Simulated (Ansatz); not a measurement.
# Ni (Im-3m) in Ansatz: a series of runs, part 2 of 2

Ansatz 0.2.0. Earlier steps stand in the parts before.

## Step 5: Single point, PBEsol, collinear spin, ferromagnetic start, 9.96 Å³/atom (volume scaled by 0.94)

File input.yaml:

```yaml
crystal:
  lattice:
    - [-1.3554684528, 1.3554684528, 1.3554684528]
    - [1.3554684528, -1.3554684528, 1.3554684528]
    - [1.3554684528, 1.3554684528, -1.3554684528]
  atoms:
    - { symbol: Ni, position: [0.0, 0.0, 0.0], spin: 1.0 }
kpoints:
  mp_grid: { grid: [13, 13, 13] }
scf:
  occupations: { method: fermi_dirac, width: 0.05 }
hamiltonian:
  xc: pbesol
  pseudopotentials: { kind: all_electron, lapw: { basis_error: 0.0005 } }
magnetization:
  spin_polarized: true
output:
  forces: true
  stress: true
  eigenvalues: true
```

Potentials or basis: all-electron LAPW, scalar-relativistic.

The run is started by

```
$ ansatz run input.yaml --threads 2 --pin off --max-ram 6144MiB --backend cpu --events-out ev --progress --plain --runs-dir out
```

What it wrote:

```text
Warning: RAYON_NUM_THREADS=2 ignored (pool sized by the plan → 2); use --threads N
LAPW: plane waves up to 10.021 Å⁻¹, error target 5.0e-4 eV per atom; small_component_spin mean_spin; Ni in spheres of 1.174 Å, 18 of its electrons in bands, Dirac shells [] (how accurate: hamiltonian.pseudopotentials.lapw.basis_error, Limitations)
Engine: ansatz 0.2.0, x86_64-unknown-linux-gnu
Pseudopotentials: kind: all_electron
Pseudopotential: Ni, LAPW, valence charge 18, lapw/all_electron/scalar/gaussian/Ni, Koelling and Harmon's equation, gaussian nucleus
Functional definition: PBEsol
  exchange = pbesol_x
  correlation = pbesol_c
Crystal: 1 atoms, lattice volume = 9.962 Å³
Basis set: ecut = 382.58974454399123 eV, 177 PW (Γ), exchange–correlation at level 2
Bands: 14, of which v1, the nominal top of the filled ones, is band 9 counted from 1 (8 counted from 0)
Symmetry: 48 space group operations
Space group: Im-3m (ITA 229), of the structure as read, at distance tolerance 2.2e-5 Å
Magnetic group: BNS 229.140 (UNI 1642), of the structure as read, at distance tolerance 2.2e-5 Å
k-points: 84 of 2197
Non-local potential: Ni, projectors of the file, none
Initial density: superposition of atomic densities (chi_scale 0.1, normalization cell)
Starting moments: Σ|m| = 1 μB on 1 of 1 site
Initial wavefunctions: plane waves of lowest kinetic energy (no species holds an atomic orbital)
Functional: x = pbesol(κ = 0.804, μ = 0.12345679012345678), c = pbesol(β = 0.046)
iter 1 solved again at ethr=9.65e-7 eV; its pass at ethr=1.00e-1 eV (dr2=1.74e-4 eV) is discarded
SCF iter   1: F=—  HF=-41347.994883 eV  |F-HF|=—  |Δ(HF+E_count)|=         —  Δρ=2.14e-2 (↑2.12e-2 ↓2.14e-2)  dr2=1.60e-4  dr2_m=4.13e-2  M=0.610 μB ∫|m|=0.634 μB  β_m=0.30  ethr=9.65e-7  ⟨swp⟩=4.5  Hψ=20565  notcnv=0
Mixer restart at iter 1: flushing history
preconditioner: auto → none  [metal: Δε(μ)=0.008 eV  Ē_g=18.029 eV  σ=0.050 eV  W_gap=0.04  n_scr=0 (ndim 8)  ℏωp=37.2 eV  f_vac=0.000  D(μ)=1.83/eV (n_scr^D=42)]
SCF iter   2: F=—  HF=-41347.999244 eV  |F-HF|=—  |Δ(HF+E_count)|=   4.36e-3  Δρ=1.58e-2 (↑1.58e-2 ↓1.58e-2)  dr2=6.24e-5  dr2_m=2.27e-2  M=0.594 μB ∫|m|=0.623 μB  β_m=0.65  ethr=8.89e-7  ⟨swp⟩=2.6  Hψ=6506  notcnv=0
SCF iter   3: F=—  HF=-41348.004139 eV  |F-HF|=—  |Δ(HF+E_count)|=   4.90e-3  Δρ=9.74e-4 (↑9.74e-4 ↓7.12e-4)  dr2=1.40e-5  dr2_m=6.03e-5  M=0.532 μB ∫|m|=0.578 μB  β_m=0.77  ethr=3.46e-7  ⟨swp⟩=3.0  Hψ=7569  notcnv=0
SCF iter   4: F=—  HF=-41348.004346 eV  |F-HF|=—  |Δ(HF+E_count)|=         —  Δρ=3.84e-4 (↑1.90e-4 ↓3.84e-4)  dr2=1.43e-5  dr2_m=9.71e-7  M=0.526 μB ∫|m|=0.572 μB  β_m=0.60  ethr=7.79e-8  ⟨swp⟩=3.0  Hψ=6978  notcnv=0
the basis was enlarged: its passes take 680.7 KiB over the memory plan, 2 of 2 planned eigensolver slots
iter 5 solved again at ethr=3.89e-9 eV; its pass at ethr=7.79e-8 eV (dr2=7.00e-7 eV) is discarded
SCF iter   5: F=—  HF=-41348.004215 eV  |F-HF|=—  |Δ(HF+E_count)|=   1.31e-4  Δρ=1.56e-4 (↑1.56e-4 ↓7.60e-5)  dr2=7.01e-7  dr2_m=1.05e-6  M=0.524 μB ∫|m|=0.570 μB  β_m=0.77  ethr=3.89e-9  ⟨swp⟩=2.0  Hψ=10844  notcnv=0
SCF iter   6: F=—  HF=-41348.004218 eV  |F-HF|=—  |Δ(HF+E_count)|=   3.27e-6  Δρ=5.31e-5 (↑3.84e-5 ↓5.31e-5)  dr2=4.22e-8  dr2_m=1.71e-7  M=0.521 μB ∫|m|=0.566 μB  β_m=0.79  ethr=3.89e-9  ⟨swp⟩=3.0  Hψ=6666  notcnv=0
SCF iter   7: F=—  HF=-41348.004219 eV  |F-HF|=—  |Δ(HF+E_count)|=   1.23e-6  Δρ=1.71e-5 (↑1.08e-5 ↓1.71e-5)  dr2=2.10e-9  dr2_m=1.77e-8  M=0.520 μB ∫|m|=0.565 μB  β_m=0.90  ethr=2.34e-10  ⟨swp⟩=3.0  Hψ=6766  notcnv=0
SCF iter   8: F=—  HF=-41348.004219 eV  |F-HF|=—  |Δ(HF+E_count)|=   2.89e-7  Δρ=5.34e-6 (↑5.34e-6 ↓4.73e-6)  dr2=6.64e-11  dr2_m=2.27e-9  M=0.520 μB ∫|m|=0.564 μB  β_m=0.95  ethr=1.16e-11  ⟨swp⟩=3.0  Hψ=7018  notcnv=0
SCF iter   9: F=-41348.004219 eV  HF=-41348.004219 eV  |F-HF|=1.09e-10  |Δ(HF+E_count)|=   1.16e-8  Δρ=6.84e-7 (↑6.58e-7 ↓6.84e-7)  dr2=1.36e-13  dr2_m=4.10e-11  M=0.520 μB ∫|m|=0.564 μB  ethr=1.00e-12  ⟨swp⟩=3.0  Hψ=6893  notcnv=0
SCF 1 converged in 9 iterations: F = -41348.004219 eV  dr2 = 1.36e-13
SCF converged after 9 iterations
Magnetization: 0.5197 μB (9.2598 up, 8.7402 down)
Absolute magnetization: 0.5642 μB (∫|ρ↑−ρ↓|)
Spin contamination: 0.0035 ħ² per cell (⟨S²⟩ above its minimum at these occupations)
Per-site moments (μB) at R_I (Å): [(0.5367300405211068, 1.1738700966611546)]
Free energy (F): -41348.004219 eV
Harris-Foulkes:  -41348.004219 eV  (|F-HF|=1.09e-10)
Internal energy: -41347.989022 eV  (E = F + TS)
E sigma→0 (E₀):  -41347.996621 eV
Entropy (-TS):   -0.015197 eV (-15.197 meV/atom)
Fermi energy:    20.045426 eV
--- Per-component energies (eV) ---
  E_band       = -248.477072
  E_kinetic    = 42007.859247
  E_xc         = -1696.101773
  E_electrostatic = -81659.746496  (all electrons and nuclei)
  E_smearing   = -0.015197  (= −TS)
  E_closure    = 0.000000  (closes the sum)
  E_atoms      = -41340.345444  (free atoms, spherical and without spin; not in F)
  Σ components = -41348.004219   (vs F -41348.004219, Δ=0.00e0)
  Basis errors (estimates in eV, not in F): energy 1.3e-4 per atom: plane waves 1.2e-4 (6.0e-5 summed), levels above the bands 3.2e-192, relativity 3.9e-9, radial functions 1.6e-5, core shells 1.5e-9; eigenvalues (radial functions only) 3.5e-5; not estimated: angular momenta, meshes, grids; target (lapw.basis_error) 5.0e-4; muffin-tin radii Ni 1.174 Å
--- Forces (eV/Å), atoms counted from 1 ---
  atom   1  Ni    -0.00000000     0.00000000    -0.00000000
  max |Σ_I F_I| component: 5.26e-31 eV/Å
--- Stress (GPa, compression-positive) ---
       12.434717      -0.000000      -0.000000
       -0.000000      12.434717       0.000000
       -0.000000       0.000000      12.434717
  P = ⅓ Tr σ = 12.4347 GPa (124.347 kbar)
--- Band table (eV; the first three rows and the last of 168) ---
  k-point 0 ↑: bands = ["-83.1445", "-43.4972", "-43.4972", "-43.4972", "10.4281", "17.5524", "17.5524", "17.5524", "19.1535", "19.1535", "47.1382", "47.1382", "47.1382", "52.5604"]
  k-point 1 ↑: bands = ["-83.1413", "-43.5154", "-43.5034", "-43.4971", "10.6895", "17.4875", "17.5462", "17.6796", "19.0883", "19.1586", "45.3222", "46.6948", "46.8618", "51.4496"]
  k-point 2 ↑: bands = ["-83.1325", "-43.5657", "-43.5205", "-43.4970", "11.4477", "17.3103", "17.5050", "18.0426", "18.9587", "19.1760", "41.6532", "45.2130", "46.2831", "48.5856"]
  k-point 83 ↓: bands = ["-82.3806", "-43.0798", "-43.0768", "-43.0768", "15.6801", "15.6915", "20.4744", "20.4744", "20.5475", "29.3872", "30.5617", "30.5617", "36.7005", "37.3449"]
```

Wall time 8.7 s (2 threads of Intel Xeon Platinum 8488C (Sapphire Rapids), shared host); peak memory 0.43 GiB.

What came out:

```
Free energy            : -41348.0042 eV
Pressure               : 12.4 GPa
Band gap on the k mesh : none (metal or under the smearing width)
Net moment             : 0.52 μB per cell
Absolute moment        : 0.56 μB per cell
Site moments           : Ni +0.54 μB
```

## Step 6: Single point, PBEsol, collinear spin, ferromagnetic start, 10.17 Å³/atom (volume scaled by 0.96)

input.yaml, as its differences from that of step 5:

```diff
@@ -2,5 +2,5 @@
   lattice:
-    - [-1.3554684528, 1.3554684528, 1.3554684528]
-    - [1.3554684528, -1.3554684528, 1.3554684528]
-    - [1.3554684528, 1.3554684528, -1.3554684528]
+    - [-1.3650143198, 1.3650143198, 1.3650143198]
+    - [1.3650143198, -1.3650143198, 1.3650143198]
+    - [1.3650143198, 1.3650143198, -1.3650143198]
   atoms:
```

Potentials or basis: all-electron LAPW, scalar-relativistic.

The run is started by

```
$ ansatz run input.yaml --threads 2 --pin off --max-ram 6144MiB --backend cpu --events-out ev --progress --plain --runs-dir out
```

Wall time 8.2 s (2 threads of Intel Xeon Platinum 8488C (Sapphire Rapids), shared host); peak memory 0.43 GiB.

Results (log left out):

| Quantity | Value |
| --- | --- |
| Free energy | -41348.0170 eV |
| Pressure | 7.0 GPa |
| Band gap on the k mesh | none (metal or under the smearing width) |
| Net moment | 0.56 μB per cell |
| Absolute moment | 0.61 μB per cell |
| Site moments | Ni +0.58 μB |

## Step 7: Single point, PBEsol, collinear spin, ferromagnetic start, 10.39 Å³/atom (volume scaled by 0.98)

input.yaml, as its differences from that of step 6:

```diff
@@ -2,5 +2,5 @@
   lattice:
-    - [-1.3650143198, 1.3650143198, 1.3650143198]
-    - [1.3650143198, -1.3650143198, 1.3650143198]
-    - [1.3650143198, 1.3650143198, -1.3650143198]
+    - [-1.3744285092, 1.3744285092, 1.3744285092]
+    - [1.3744285092, -1.3744285092, 1.3744285092]
+    - [1.3744285092, 1.3744285092, -1.3744285092]
   atoms:
```

The run is started by

```
$ ansatz run input.yaml --threads 2 --pin off --max-ram 6144MiB --backend cpu --events-out ev --progress --plain --runs-dir out
```

Run time: 8.3 s. Hardware: 2 threads of Intel Xeon Platinum 8488C (Sapphire Rapids), shared host; peak memory 0.42 GiB.

It converged, with:

```yaml
Free_energy: -41348.0229 eV
Pressure: 2.0 GPa
Band_gap_on_the_k_mesh: none (metal or under the smearing width)
Net_moment: 0.58 μB per cell
Absolute_moment: 0.63 μB per cell
Site_moments: Ni +0.60 μB
```

## Step 8: Single point, PBEsol, collinear spin, ferromagnetic start, 10.60 Å³/atom

input.yaml, as its differences from that of step 7:

```diff
@@ -2,5 +2,5 @@
   lattice:
-    - [-1.3744285092, 1.3744285092, 1.3744285092]
-    - [1.3744285092, -1.3744285092, 1.3744285092]
-    - [1.3744285092, 1.3744285092, -1.3744285092]
+    - [-1.38371547, 1.38371547, 1.38371547]
+    - [1.38371547, -1.38371547, 1.38371547]
+    - [1.38371547, 1.38371547, -1.38371547]
   atoms:
```

The run is started by

```
$ ansatz run input.yaml --threads 2 --pin off --max-ram 6144MiB --backend cpu --events-out ev --progress --plain --runs-dir out
```

Run time: 8.6 s. Hardware: 2 threads of Intel Xeon Platinum 8488C (Sapphire Rapids), shared host; peak memory 0.42 GiB.

It converged, with:

| Quantity | Value |
| --- | --- |
| Free energy | -41348.0225 eV |
| Pressure | -2.4 GPa |
| Band gap on the k mesh | none (metal or under the smearing width) |
| Net moment | 0.59 μB per cell |
| Absolute moment | 0.65 μB per cell |
| Site moments | Ni +0.61 μB |

## Step 9: Single point, PBEsol, collinear spin, ferromagnetic start, 10.81 Å³/atom (volume scaled by 1.02)

input.yaml, as its differences from that of step 8:

```diff
@@ -2,5 +2,5 @@
   lattice:
-    - [-1.38371547, 1.38371547, 1.38371547]
-    - [1.38371547, -1.38371547, 1.38371547]
-    - [1.38371547, 1.38371547, -1.38371547]
+    - [-1.3928794157, 1.3928794157, 1.3928794157]
+    - [1.3928794157, -1.3928794157, 1.3928794157]
+    - [1.3928794157, 1.3928794157, -1.3928794157]
   atoms:
```

Potentials or basis: all-electron LAPW, scalar-relativistic.

The run is started by

```
$ ansatz run input.yaml --threads 2 --pin off --max-ram 6144MiB --backend cpu --events-out ev --progress --plain --runs-dir out
```

Wall time 8.7 s (2 threads of Intel Xeon Platinum 8488C (Sapphire Rapids), shared host); peak memory 0.4 GiB.

Results (log left out):

```yaml
Free_energy: -41348.0166 eV
Pressure: -6.4 GPa
Band_gap_on_the_k_mesh: none (metal or under the smearing width)
Net_moment: 0.60 μB per cell
Absolute_moment: 0.66 μB per cell
Site_moments: Ni +0.62 μB
```

## Step 10: Single point, PBEsol, collinear spin, ferromagnetic start, 11.02 Å³/atom (volume scaled by 1.04)

input.yaml, as its differences from that of step 9:

```diff
@@ -2,5 +2,5 @@
   lattice:
-    - [-1.3928794157, 1.3928794157, 1.3928794157]
-    - [1.3928794157, -1.3928794157, 1.3928794157]
-    - [1.3928794157, 1.3928794157, -1.3928794157]
+    - [-1.4019243406, 1.4019243406, 1.4019243406]
+    - [1.4019243406, -1.4019243406, 1.4019243406]
+    - [1.4019243406, 1.4019243406, -1.4019243406]
   atoms:
```

The run is started by

```
$ ansatz run input.yaml --threads 2 --pin off --max-ram 6144MiB --backend cpu --events-out ev --progress --plain --runs-dir out
```

Run time: 9.5 s. Hardware: 2 threads of Intel Xeon Platinum 8488C (Sapphire Rapids), shared host; peak memory 0.42 GiB.

It converged, with:

| Item | Value |
| --- | --- |
| Free energy | -41348.0058 eV |
| Pressure | -9.9 GPa |
| Band gap on the k mesh | none (metal or under the smearing width) |
| Net moment | 0.61 μB per cell |
| Absolute moment | 0.67 μB per cell |
| Site moments | Ni +0.63 μB |

## Step 11: Single point, PBEsol, collinear spin, ferromagnetic start, 11.23 Å³/atom (volume scaled by 1.06)

input.yaml, as its differences from that of step 10:

```diff
@@ -2,5 +2,5 @@
   lattice:
-    - [-1.4019243406, 1.4019243406, 1.4019243406]
-    - [1.4019243406, -1.4019243406, 1.4019243406]
-    - [1.4019243406, 1.4019243406, -1.4019243406]
+    - [-1.4108540358, 1.4108540358, 1.4108540358]
+    - [1.4108540358, -1.4108540358, 1.4108540358]
+    - [1.4108540358, 1.4108540358, -1.4108540358]
   atoms:
```

The run is started by

```
$ ansatz run input.yaml --threads 2 --pin off --max-ram 6144MiB --backend cpu --events-out ev --progress --plain --runs-dir out
```

Wall time 9.4 s (2 threads of Intel Xeon Platinum 8488C (Sapphire Rapids), shared host); peak memory 0.43 GiB.

The run converged. Its results:

* Free energy: -41347.9906 eV
* Pressure: -13.0 GPa
* Band gap on the k mesh: none (metal or under the smearing width)
* Net moment: 0.62 μB per cell
* Absolute moment: 0.68 μB per cell
* Site moments: Ni +0.64 μB

## Step 12: The reference run

An earlier run on the cell as given: functional PBEsol; potentials or basis all-electron LAPW, scalar-relativistic; cutoff 339 eV (chosen from the basis error); basis error allowed 0.001 eV/atom; k mesh 13 × 13 × 13; occupations fermi-dirac, width 0.05 eV; collinear spin, ferromagnetic start; starting moments [1.0] μB.

- Pressure: -2.4 GPa
- Band gap on the k mesh: none (metal or under the smearing width)
- Net moment: 0.59 μB per cell
- Absolute moment: 0.65 μB per cell
- Site moments: Ni +0.61 μB

## Step 13: The runs side by side

```tsv
task	level	U	gap on the mesh (eV)	pressure (GPa)	moment (μB)
density of states	PBEsol	-	none	-2.4	0.59
density of states	PBEsol+U	Ni d U = 2 eV	none	-2.2	0.60
density of states	PBEsol+U	Ni d U = 4 eV	none	-1.3	0.63
single point	PBEsol	-	none	-2.4	0.59
```

Alike in all rows: potentials or basis all-electron LAPW, scalar-relativistic; spin collinear, ferromagnetic start; cell as given; k mesh 13 × 13 × 13; cutoff (eV) 339; smearing fermi-dirac 0.05 eV; basis error allowed 0.001 eV/atom.

Every run on the cell as given and a fine mesh finds a metal. The pressure there spans -2.4 GPa (PBEsol) to -1.3 GPa (PBEsol+U); a positive pressure means that this level wants a larger cell, a negative one a smaller.

Caveats: the magnetic state may not be the lowest (some runs); U is the effective U less J, on atomic orbitals that reach past the spheres (some runs); the U is typed as a test and isn't derived for this compound (some runs).

Compare energies only between runs with the same functional and basis.
